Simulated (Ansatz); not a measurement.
Cs2AgBiBr6:

```xyz
10
Lattice="0.0000 5.6161 5.6161 5.6161 0.0000 5.6161 5.6161 5.6161 0.0000" Properties=species:S:1:pos:R:3 pbc="T T T"
Bi    0.0000    0.0000    0.0000
Cs    8.4242    8.4242    8.4242
Cs    2.8081    2.8081    2.8081
Ag    5.6161    5.6161    5.6161
Br    5.6161    5.6161    8.4180
Br    5.6161    5.6161    2.8142
Br    2.8142    5.6161    5.6161
Br    5.6161    8.4180    5.6161
Br    8.4180    5.6161    5.6161
Br    5.6161    2.8142    5.6161
```

Base run:

| Property | Result |
| --- | --- |
| Program | Ansatz 0.2.0 |
| Functional | PBEsol |
| Potentials or basis | Ansatz PAW |
| Cutoff | 420 eV (not typed: the program's choice for these potentials) |
| k mesh | 4 × 4 × 4 |
| Occupations | fermi-dirac, width 0.05 eV |
| Spin | no spin polarisation |
| Hubbard terms | Ag d U = 5 eV |

Its results: band gap on the k mesh 1.51 eV, indirect (least direct gap 2.59 eV); pressure 0.2 GPa; largest force 0.178 eV/Å.

Question: After a change of settings the same cell gave: band gap on the k mesh 1.46 eV, indirect (least direct gap 2.58 eV); pressure 0.1 GPa; largest force 0.198 eV/Å. Which change was it?
A. hubbard terms from Ag d U = 5 eV to none; hubbard projectors from ortho-atomic (the default) to none
B. hubbard terms from Ag d U = 5 eV to Ag d U = 4 eV
C. hubbard terms from Ag d U = 5 eV to Ag d U = 1 eV

Answer: B.

Caveats: spin-orbit coupling is left out, which as a rule narrows the gap of such compounds by several tenths of an eV; the PAW data sets come from PBE, with cores solved anew for the run's functional, which leaves a small shift of forces and pressure; the density of states is complete only up to the lowest level of the last band computed.
